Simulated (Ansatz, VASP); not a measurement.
**Mg in VASP and in Ansatz**

```xyz
1
Lattice="2.9591 0.0000 0.0000 0.0000 2.9591 0.0000 0.0000 0.0000 2.9591" Properties=species:S:1:pos:R:3 pbc="T T T"
Mg    0.0000    0.0000    0.0000
```

Alike in both runs: functional LDA; k mesh 15 × 15 × 15; occupations fermi-dirac, width 0.05 eV; no spin polarisation.

Ansatz relaxed the structure, and its values are those at the end. VASP's run is a single point on that final structure, the one shown.

|  | VASP | Ansatz |
| --- | --- | --- |
| version | VASP 6.6.1 | Ansatz 0.2.0 |
| potentials or method | VASP PAW LDA potentials, release 64 (Mg) | PAW with Ansatz's default frozen-core files, scalar-relativistic |
| plane-wave cutoff (eV) | 520 | 420 |
| valence electrons in the cell | 2 | 10 |

VASP gave:

* pressure (GPa): -0.2

Problem. Which values does Ansatz return?

Solution. Pressure (GPa): 0.0.

The two sets of potentials don't hold the same shells in valence.
